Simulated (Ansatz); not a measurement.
**Al2Ru: how the energy converges with the cutoff**

Al2Ru, P1, a = 4.813 Å, b = 4.757 Å, c = 4.767 Å, α, β, γ = 141.9°, 141.9°, 55.2°. Ansatz: PBEsol, PAW, cutoff varied, Γ-centred 10×10×12 mesh on 3 atoms, Gaussian smearing 0.10 eV; no spin polarisation. Single points at one geometry with displaced atoms, the cutoff alone changed; ΔE is the energy at zero smearing over the run at 600 eV. The runs up to 350 eV lie under the cutoff recommended for these PAW datasets.

```tsv
cutoff (eV)	ΔE (meV/atom)
200	3214.69
250	593.93
300	84.32
350	9.05
420	?
```

Problem. Assume ΔE falls exponentially with the cutoff, fit y = ln ΔE against x, the cutoff in eV, to the other rows, and predict the missing value.

Solution. y = 8.075, 6.387, 4.435, 2.203. Means x = 275.0, y = 5.2750; Σ(Δx)² = 12500, ΣΔxΔy = -489.2; the slope is their ratio. y = 16.04 − 0.03914 x, a factor of ten per 59 eV. At 420 eV this gives ΔE = 0.67 meV/atom. The run gave 0.92, a ratio of 0.73. Between neighbouring rows the decay runs from a factor of ten per 52 eV to one per 71 eV, so one exponential is only a rough guide.

Cost: 6 runs of about 1.2 core-minutes in all, on Intel Xeon 6975P-C (Granite Rapids) (shared hosts).